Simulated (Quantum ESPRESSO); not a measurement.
KTaO3:

```xyz
5
Lattice="3.9883 0.0000 0.0000 0.0000 3.9883 0.0000 0.0000 0.0000 3.9883" Properties=species:S:1:pos:R:3 pbc="T T T"
Ta    0.0000    0.0000    0.0000
K     1.9942    1.9942    1.9942
O     0.0000    0.0000    1.9942
O     0.0000    1.9942    0.0000
O     1.9942    0.0000    0.0000
```

| Item | Value |
| --- | --- |
| Program | Quantum ESPRESSO 7.5 |
| Task | single point |
| Functional | PBE |
| Potentials or basis | SSSP 1.3 efficiency PBE |
| Cutoff | 816 eV |
| Density cutoff | 6531 eV |
| k mesh | 7 × 7 × 7 |
| Occupations | fermi-dirac, width 0.05 eV |
| Spin | no spin polarisation |

On this cell: pressure 5.2 GPa; largest force zero by symmetry; band gap on the k mesh 2.27 eV, indirect (least direct gap 2.84 eV).

The same run follows on a disturbed copy (atoms moved at random, drawn with an rms of 0.05 Å):

```xyz
5
Lattice="3.9883 0.0000 0.0000 0.0000 3.9883 0.0000 0.0000 0.0000 3.9883" Properties=species:S:1:pos:R:3 pbc="T T T"
Ta   -0.0351    0.0254   -0.0525
K     2.0287    1.9853    2.0841
O    -0.0139    0.0041    1.9539
O     0.0019    2.0111    0.0071
O     1.9758    0.0292   -0.0165
```

Question: What does the disturbed cell give?

Answer: The energy moves by +10.5 meV/atom; pressure 5.4 GPa; largest force 0.607 eV/Å; band gap on the k mesh 2.27 eV, indirect (least direct gap 2.85 eV).

Forces in eV/Å, atoms in the order of the input:
```
Ta   0.171 -0.089  0.320
K   -0.252  0.134 -0.536
O    0.000  0.034  0.447
O   -0.060 -0.009 -0.163
O    0.141 -0.069 -0.067
```

Stress tensor (GPa, compression positive):
```
 5.52 -0.06  0.23
-0.06  5.41 -0.19
 0.23 -0.19  5.32
```

Caveats: spin-orbit coupling is left out, which moves the levels of the heavy elements; an odd mesh through Γ misses points on the zone boundary, where band edges often lie.
